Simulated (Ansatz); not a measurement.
Ge:

```
Ge
1.0
     0.00000    2.82891    2.82891
     2.82891    0.00000    2.82891
     2.82891    2.82891    0.00000
Ge
2
Direct
  0.75000 0.75000 0.75000
  0.50000 0.50000 0.50000
```

Base run:

```yaml
Program: Ansatz 0.2.0
Functional: PBEsol
Potentials_or_basis: Ansatz PAW
Cutoff: "420 eV (not typed: the program's choice for these potentials)"
k_mesh: 8 × 8 × 8
Occupations: fermi-dirac, width 0.05 eV
Spin: no spin polarisation
```

Its results: band gap on the k mesh none (metal or under the smearing width); pressure 0.6 GPa.

**Question.** After a change of settings the same cell gave: band gap on the k mesh 0.44 eV, direct; pressure 0.6 GPa. Which change was it?
A. functional from PBEsol to LDA
B. spin from no spin polarisation to spin-orbit coupling, no magnetisation; potential files from those of the base run to others of the same set
C. functional from PBEsol to r2SCAN; cutoff from 420 eV (not typed: the program's choice for these potentials) to 500 eV (not typed: the program's choice for these potentials)

**Answer.** C.

r2SCAN gives the wider gap, since meta-GGAs in the generalised Kohn-Sham scheme recover part of the derivative discontinuity.

Caveats: the PAW data sets come from PBE, with cores solved anew for the run's functional, which leaves a small shift of forces and pressure; this crystal is a semiconductor, whose small gap the functional closes, so the metal is an error of the method (some runs).

Runs at the PBE level aren't shown here.
